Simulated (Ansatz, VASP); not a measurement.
# InAs: VASP beside Ansatz

Contents of INCAR:

```
SYSTEM = InAs
PREC = Accurate ; ENCUT = 520
EDIFF = 1E-6 ; ISMEAR = 0
SIGMA = 0.1 ; LREAL = .False.
LASPH = .True. ; NELM = 100
ALGO = Normal ; ISIF = 2
LWAVE = .False. ; LCHARG = .False.
GGA = PE ; NBANDS = 16
```

File KPOINTS:

```
Automatic mesh
0
Gamma
  6 6 6
  0 0 0
```

The input POSCAR:

```
InAs
1.0
    0.0000000000      3.0180000000      3.0180000000
    3.0180000000      0.0000000000      3.0180000000
    3.0180000000      3.0180000000      0.0000000000
In As
1 1
Direct
    0.0000000000      0.0000000000      0.0000000000
    0.2500000000      0.2500000000      0.2500000000
```

Input for Ansatz:

```yaml
crystal:
  lattice:
    - [0.0, 3.018, 3.018]
    - [3.018, 0.0, 3.018]
    - [3.018, 3.018, 0.0]
  atoms:
    - { symbol: In, position: [0.0, 0.0, 0.0] }
    - { symbol: As, position: [0.25, 0.25, 0.25] }
basis:
  ecutwfc: 420
kpoints:
  mp_grid: { grid: [6, 6, 6] }
hamiltonian:
  xc: pbe
scf:
  occupations: { method: gaussian, width: 0.1 }
output:
  forces: true
  stress: true
  eigenvalues: true
```

Alike in both runs: task single point; functional PBE; k mesh 6 × 6 × 6; occupations gaussian, width 0.1 eV; no spin polarisation.

```csv
,VASP,Ansatz
version,VASP 6.6.1,Ansatz 0.2.0
potentials or method,"VASP PAW PBE potentials, release 64 (In_d, As)","scalar-relativistic, plane waves, PAW"
plane-wave cutoff (eV),520,420
valence electrons in the cell,18,28
```

```csv
,VASP,Ansatz,Ansatz less VASP
gap on the k mesh at the Fermi level (eV),none,none,-
pressure (GPa),4.4,4.4,-0.06
```

A gap of «none» marks a metal or a gap that the smearing closes. The functional is the same, so the differences come from potentials, cutoffs and numerics. The two sets of potentials don't hold the same shells in valence.

Caveats: this crystal is a semiconductor, whose small gap the functional closes, so the metal is an error of the method.
